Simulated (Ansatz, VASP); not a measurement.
## One calculation of TaN, two programs

File INCAR:

```
PREC     = Accurate       # precision mode
ENCUT    = 520            # plane-wave cutoff, eV
EDIFF    = 1E-7           # SCF threshold, eV
ISMEAR   = -1             # smearing method
SIGMA    = 0.05           # smearing width, eV
LREAL    = False          # projectors in reciprocal space
LASPH    = True           # aspherical terms in the spheres
NELM     = 80             # most SCF steps
ALGO     = Normal         # electronic algorithm
ISIF     = 2              # what is computed and relaxed
LWAVE    = False          # write WAVECAR
LCHARG   = False          # write CHGCAR
GGA      = PE             # functional
NBANDS   = 15             # bands
```

The input KPOINTS:

```
regular mesh
0
Gamma
  10 10 10
```

The input POSCAR:

```
TaN
1.0
    0.0000000000      2.1964814589      2.1964814589
    2.1964814589      0.0000000000      2.1964814589
    2.1964814589      2.1964814589      0.0000000000
Ta N
1 1
Direct
    0.5000000000      0.5000000000      0.5000000000
    0.0000000000      0.0000000000      0.0000000000
```

The input input.yaml:

```yaml
crystal:
  lattice:
    - [0.0, 2.1964814589, 2.1964814589]
    - [2.1964814589, 0.0, 2.1964814589]
    - [2.1964814589, 2.1964814589, 0.0]
  atoms:
    - { symbol: Ta, position: [0.5, 0.5, 0.5] }
    - { symbol: "N", position: [0.0, 0.0, 0.0] }
hamiltonian:
  xc: pbe
  pseudopotentials: { kind: paw }
kpoints:
  mp_grid: { grid: [10, 10, 10] }
scf:
  occupations: { method: fermi_dirac, width: 0.05 }
output:
  forces: true
  stress: true
  eigenvalues: true
  write_density: true
  write_potential: true
  elf: true
  volumetric_format: npy
```

Change from the starting cell: volume scaled by 0.98.

Alike in both runs: task single point; functional PBE; k mesh 10 × 10 × 10; occupations fermi-dirac, width 0.05 eV; no spin polarisation.

```csv
,VASP,Ansatz
version,VASP 6.6.1,Ansatz 0.2.0
potentials or method,"VASP PAW PBE potentials, release 64 (Ta_pv, N)",Ansatz PAW
plane-wave cutoff (eV),520,420
valence electrons in the cell,16,18
```

Ansatz gave:

* gap on the k mesh at the Fermi level (eV): none
* pressure (GPa): 5.5

Q: What did VASP give for the same quantities?

A: gap on the k mesh at the Fermi level (eV): none; pressure (GPa): 6.4.

A gap of «none» marks a metal or a gap that the smearing closes. With one functional, cell and mesh, what is left measures potentials, basis and numerics. The two sets of potentials don't hold the same shells in valence.

Caveats: the pressure holds a Pulay correction of +0.5 GPa for the finite cutoff (Ansatz). Spin-orbit coupling is left out, which matters for the levels of Ta.
